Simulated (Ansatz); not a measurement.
## Clamped-ion strain scan in CaO

These are results of Ansatz 0.2.0, DFT LDA, scalar-relativistic, plane waves, PAW, not measurements. Settings: plane waves to 420 eV, k-mesh 9×9×6 (Γ-centred), Gaussian smearing 0.05 eV. No spin polarisation. Energies are free energies at this smearing, counted from the undisturbed cell; pressure is positive in compression.

The undisturbed cell (as given, not relaxed at this level; it stands at -5.7 GPa; this form isn't the usual structure):

```xyz
4
Lattice="3.9920 0.0000 0.0000 -1.9960 3.4572 0.0000 0.0000 0.0000 4.7848" Properties=species:S:1:pos:R:3 pbc="T T T"
Ca    0.0000    2.3048    3.5886
Ca    1.9960    1.1524    1.1962
O     0.0000    2.3048    1.1962
O     1.9960    1.1524    3.5886
```

The cell is strained by ε times the Voigt pattern (1, 0, 0, 0, 0, 0) (xx, yy, zz, yz, xz, xy; engineering shear) with fractional coordinates fixed.

| ε | ΔE (meV/atom) |
| --- | --- |
| -0.0200 | -8.5 |
| -0.0150 | -6.9 |
| -0.0100 | -5.0 |
| -0.0050 | -2.7 |
| 0.0000 | 0.0 |
| 0.0050 | 3.0 |
| 0.0100 | 6.3 |
| 0.0150 | 9.9 |
| 0.0175 | 11.8 |
| 0.0200 | 13.8 |

Task: Predict the gap on the mesh (eV) at each point.

Result:
| ε | gap on the mesh (eV) |
| --- | --- |
| -0.0200 | 3.11 |
| -0.0150 | 3.08 |
| -0.0100 | 3.06 |
| -0.0050 | 3.03 |
| 0.0000 | 3.01 |
| 0.0050 | 2.98 |
| 0.0100 | 2.96 |
| 0.0150 | 2.94 |
| 0.0175 | 2.92 |
| 0.0200 | 2.91 |